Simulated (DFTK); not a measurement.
Input of a DFTK 0.8.2 run:

Contents of run.jl:

```julia
using DFTK
using PseudoPotentialData
using Unitful, UnitfulAtomic
using LinearAlgebra, Printf
include("save.jl")
disable_threading()

# lattice vectors are the columns
lattice = austrip(1u"Å") * [       2.38025       -2.38025            0.0;
             1.3742379782   1.3742379782  -2.7484759565;
             4.3318666667   4.3318666667   4.3318666667]
symbols   = [:Al, :Al, :Al, :Al, :O, :O, :O, :O, :O, :O]
positions = [[0.85216, 0.85216, 0.85216],
             [0.64784, 0.64784, 0.64784],
             [0.14784, 0.14784, 0.14784],
             [0.35216, 0.35216, 0.35216],
             [0.05668, 0.75, 0.44332],
             [0.75, 0.44332, 0.05668],
             [0.44332, 0.05668, 0.75],
             [0.94332, 0.25, 0.55668],
             [0.25, 0.55668, 0.94332],
             [0.55668, 0.94332, 0.25]]
pseudopotentials = PseudoFamily("dojo.nc.sr.pbesol.v0_4_1.standard.upf")
elements = Dict(s => ElementPsp(s, pseudopotentials) for s in unique(symbols))
atoms    = [elements[s] for s in symbols]

build_model(lattice, positions; symmetries=true) =
    model_DFT(lattice, atoms, positions;
              functionals=PBEsol(),
              temperature=austrip(0.05u"eV"),
              smearing=Smearing.FermiDirac(),
              symmetries)
Ecut  = 42.0  # hartree
kgrid = [7, 7, 7]
tol   = 1e-6
to_GPa = ustrip(uconvert(u"GPa", 1u"hartree/bohr^3"))

model = build_model(lattice, positions)
basis = PlaneWaveBasis(model; Ecut, kgrid)
display(basis)
scfres = self_consistent_field(basis;
                               tol,
                               nbandsalg=AdaptiveBands(model; n_bands_converge=30))
display(scfres.energies)
@printf "Fermi level: %.6f eV\n" ustrip(auconvert(u"eV", something(scfres.εF, NaN)))
forces = compute_forces_cart(scfres)
println("Forces (eV/Å)")
for (s, f) in zip(symbols, forces)
    @printf "%-3s %12.6f %12.6f %12.6f\n" s ustrip.(auconvert.(u"eV/Å", f))...
end
stress = compute_stresses_cart(scfres)
println("Stress (GPa)")
display(round.(stress * to_GPa; digits=4))
println("Levels at the first k-point (eV): ", round.(ustrip.(auconvert.(u"eV", scfres.eigenvalues[1][1:scfres.n_bands_converge])); digits=4))
save_scf!(scfres; forces, stress)
```

Potentials or basis: dojo.nc.sr.pbesol.v0_4_1.standard.upf (PBEsol).

Launch:

```bash
$ julia --threads=1 run.jl  # save.jl only writes the numbers to a file and isn't shown; printed stress counts tension as positive; times include loading and compiling
```

Q: What does it give for the largest force?

A: 0.108 eV/Å.

Q: Estimate the pressure.

A: 0.8 GPa.

Q: Estimate the band gap on the k mesh.

A: 6.16 eV, direct.

Stress tensor (GPa, compression positive):
```
0.99 0.00 0.00
0.00 0.99 0.00
0.00 0.00 0.30
```

Caveat: an odd mesh through Γ misses points on the zone boundary, where band edges often lie.

The gap isn't set beside the measured one, since this odd mesh misses points on the zone boundary.
